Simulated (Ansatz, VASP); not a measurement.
**Two plane-wave programs on InAs**

Contents of INCAR:

```
SYSTEM = InAs
ALGO     = Normal         ! electronic algorithm
EDIFF    = 1E-7           ! SCF threshold, eV
ENCUT    = 520            ! plane-wave cutoff, eV
GGA      = PE             ! functional
ISIF     = 2              ! what is computed and relaxed
ISMEAR   = 0              ! smearing method
LASPH    = .True.         ! aspherical terms in the spheres
LCHARG   = .False.        ! write CHGCAR
LREAL    = .False.        ! projectors in reciprocal space
LWAVE    = .False.        ! write WAVECAR
NBANDS   = 16             ! bands
NELM     = 60             ! most SCF steps
PREC     = Accurate       ! precision mode
SIGMA    = 0.028000000000000004 ! smearing width, eV
```

Contents of KPOINTS:

```
k-points
0
Gamma
  8 8 8
  0 0 0
```

The input POSCAR:

```
InAs
1.0
    0.0000000000      3.0180000000      3.0180000000
    3.0180000000      0.0000000000      3.0180000000
    3.0180000000      3.0180000000      0.0000000000
In As
1 1
Direct
    0.0000000000      0.0000000000      0.0000000000
    0.7500000000      0.7500000000      0.7500000000
```

input.yaml

```yaml
crystal:
  lattice:
    - [0.0, 3.018, 3.018]
    - [3.018, 0.0, 3.018]
    - [3.018, 3.018, 0.0]
  atoms:
    - { symbol: In, position: [0.0, 0.0, 0.0] }
    - { symbol: As, position: [0.75, 0.75, 0.75] }
hamiltonian:
  xc: pbe
  pseudopotentials: { kind: paw }
kpoints:
  mp_grid: { grid: [8, 8, 8] }
scf:
  occupations: { method: gaussian, width: 0.028 }
output:
  forces: true
  stress: true
  eigenvalues: true
```

Alike in both runs: task single point; functional PBE; k mesh 8 × 8 × 8; occupations gaussian, width 0.028 eV; no spin polarisation.

|  | VASP | Ansatz |
| --- | --- | --- |
| version | VASP 6.6.1 | Ansatz 0.2.0 |
| potentials or method | VASP PAW PBE potentials, release 64 (In_d, As) | Ansatz PAW |
| plane-wave cutoff (eV) | 520 | 420 |
| valence electrons in the cell | 18 | 28 |

|  | VASP | Ansatz | Ansatz less VASP |
| --- | --- | --- | --- |
| gap on the k mesh at the Fermi level (eV) | none | none | - |
| pressure (GPa) | 4.4 | 4.3 | -0.07 |

A gap of «none» marks a metal or a gap that the smearing closes. The two sets of potentials don't hold the same shells in valence.

Caveats: this crystal is a semiconductor, whose small gap the functional closes, so the metal is an error of the method.
